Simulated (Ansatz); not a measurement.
Crystal: Tl.

```xyz
1
Lattice="0.0000 2.4663 2.4663 2.4663 0.0000 2.4663 2.4663 2.4663 0.0000" Properties=species:S:1:pos:R:3 pbc="T T T"
Tl    0.0000    0.0000    0.0000
```

This isn't the form of Tl at room conditions, which is hcp.

| Item | Value |
| --- | --- |
| Program | Ansatz 0.2.0 |
| Task | single point |
| Functional | PBE |
| Potentials or basis | all-electron LAPW, scalar-relativistic |
| Cutoff | 158 eV (chosen from the basis error) |
| Basis error allowed | 0.001 eV/atom |
| k mesh | 9 × 9 × 9 |
| Occupations | fermi-dirac, width 0.05 eV |
| Spin | no spin polarisation |

On this cell: pressure 1.2 GPa; band gap on the k mesh none (metal or under the smearing width).

The same run follows on a disturbed copy (cell strained at random at fixed volume):

```
Tl
1.0
     0.01848    2.48807    2.49753
     2.48265    0.02130    2.49471
     2.45902    2.46162    0.04492
Tl
1
Direct
  0.00035 0.99929 0.99880
```

Q: What changes?

A: The energy (extrapolated to zero smearing) moves by +1.2 meV/atom; pressure 1.2 GPa; band gap on the k mesh none (metal or under the smearing width).

Stress tensor (GPa, compression positive):
```
 1.24 -0.01 -0.19
-0.01  1.23 -0.20
-0.19 -0.20  1.19
```
